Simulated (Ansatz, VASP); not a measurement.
## C: VASP beside Ansatz

INCAR

```
PREC = Accurate ; ENCUT = 520
EDIFF = 1E-6 ; ISMEAR = 0
SIGMA = 0.1 ; LREAL = F
LASPH = T ; NELM = 100
ALGO = Normal ; ISIF = 2
LWAVE = F ; LCHARG = F
GGA = PE ; NBANDS = 36
```

Contents of KPOINTS:

```
regular mesh
0
Gamma
  4 4 6
```

Contents of POSCAR:

```
C
1.0
    3.3722012500     -4.2785596500      0.0000000000
    3.3722012500      4.2785596500      0.0000000000
    0.0000000000      0.0000000000      2.5190174000
C
12
Direct
    0.2469143300      0.3432146300      0.7500000000
    0.3432146300      0.2469143300      0.2500000000
    0.5828759100      0.0047533100      0.7500000000
    0.7261322900      0.2738677100      0.7500000000
    0.3786874600      0.6213125400      0.7500000000
    0.2738677100      0.7261322900      0.2500000000
    0.4171240900      0.9952466900      0.2500000000
    0.6213125400      0.3786874600      0.2500000000
    0.7530856700      0.6567853700      0.2500000000
    0.0047533100      0.5828759100      0.2500000000
    0.9952466900      0.4171240900      0.7500000000
    0.6567853700      0.7530856700      0.7500000000
```

Input for Ansatz:

```yaml
crystal:
  lattice:
    - [3.37220125, -4.27855965, 0.0]
    - [3.37220125, 4.27855965, 0.0]
    - [0.0, 0.0, 2.5190174]
  atoms:
    - { symbol: C, position: [0.24691433, 0.34321463, 0.75] }
    - { symbol: C, position: [0.34321463, 0.24691433, 0.25] }
    - { symbol: C, position: [0.58287591, 0.00475331, 0.75] }
    - { symbol: C, position: [0.72613229, 0.27386771, 0.75] }
    - { symbol: C, position: [0.37868746, 0.62131254, 0.75] }
    - { symbol: C, position: [0.27386771, 0.72613229, 0.25] }
    - { symbol: C, position: [0.41712409, 0.99524669, 0.25] }
    - { symbol: C, position: [0.62131254, 0.37868746, 0.25] }
    - { symbol: C, position: [0.75308567, 0.65678537, 0.25] }
    - { symbol: C, position: [0.00475331, 0.58287591, 0.25] }
    - { symbol: C, position: [0.99524669, 0.41712409, 0.75] }
    - { symbol: C, position: [0.65678537, 0.75308567, 0.75] }
basis:
  ecutwfc: 420
kpoints:
  mp_grid: { grid: [4, 4, 6] }
hamiltonian:
  xc: pbe
scf:
  occupations: { method: gaussian, width: 0.1 }
  lower_state_search: "off"
output:
  forces: true
  stress: true
  eigenvalues: true
```

Alike in both runs: task single point; functional PBE; k mesh 4 × 4 × 6; occupations gaussian, width 0.1 eV; no spin polarisation.

|  | VASP | Ansatz |
| --- | --- | --- |
| version | VASP 6.6.1 | Ansatz 0.2.0 |
| potentials or method | VASP PAW PBE potentials, release 64 (C) | scalar-relativistic, plane waves, PAW |
| plane-wave cutoff (eV) | 520 | 420 |
| valence electrons in the cell | 48 | 48 |

Ansatz gave:

```
gap on the k mesh at the Fermi level (eV) : 3.52
least direct gap on the mesh (eV)         : 3.52
rms of the force components (eV/Å)        : 0.604
```

Q: Estimate VASP's values.

A: gap on the k mesh at the Fermi level (eV): 3.51; least direct gap on the mesh (eV): 3.51; rms of the force components (eV/Å): 0.605.

Atom by atom the forces differ by 0.013 eV/Å (rms over components).

Caveats: forces of over 1 eV/Å show positions far from the minimum, so gaps and moduli don't describe the material at rest.
